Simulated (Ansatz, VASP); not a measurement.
One calculation of Ni, two programs

File INCAR:

```
  PREC = Accurate
  ENCUT = 520
  EDIFF = 1E-6
  ISMEAR = 0
  SIGMA = 0.15
  LREAL = F
  LASPH = T
  NELM = 150
  ALGO = Normal
  ISIF = 2
  LWAVE = F
  LCHARG = F
  ISPIN = 2
  MAGMOM = 1.5
  LORBIT = 11
  LMAXMIX = 4
  GGA = PE
  NBANDS = 15
```

Contents of KPOINTS:

```
regular mesh
0
Gamma
  16 16 16
```

POSCAR

```
Ni
1.0
    2.4917520000      0.0000000000      0.0000000000
    1.2458760000      2.1579205319      0.0000000000
    1.2458760000      0.7193068440      2.0345069885
Ni
1
Direct
    0.0000000000      0.0000000000      0.0000000000
```

Input for Ansatz:

```yaml
crystal:
  lattice:
    - [2.491752, 0.0, 0.0]
    - [1.2458760000000002, 2.1579205319306825, 0.0]
    - [1.2458760000000002, 0.7193068439768943, 2.034506988519823]
  atoms:
    - { symbol: Ni, position: [0.0, 0.0, 0.0] }
kpoints:
  mp_grid:
    grid: [16, 16, 16]
hamiltonian:
  xc: pbe
magnetization:
  spin_polarized: true
  per_species:
    Ni: 1.5
scf:
  occupations:
    method: gaussian
    width: 0.15
```

Alike in both runs: task single point; functional PBE; k mesh 16 × 16 × 16; occupations gaussian, width 0.15 eV; collinear spin.

```csv
,VASP,Ansatz
version,VASP 6.6.1,Ansatz 0.2.0
potentials or method,"VASP PAW PBE potentials, release 64 (Ni)","plane waves, PAW"
plane-wave cutoff (eV),520,420
valence electrons in the cell,10,18
```

|  | VASP | Ansatz | Ansatz less VASP |
| --- | --- | --- | --- |
| net moment per atom (μB) | 0.60 | 0.61 | +0.010 |
| size of the moment on the site where the two differ most (μB) | 0.61 | 0.65 | +0.036 |

Site moments also hang on the region over which each program counts them. The two sets of potentials don't hold the same shells in valence.
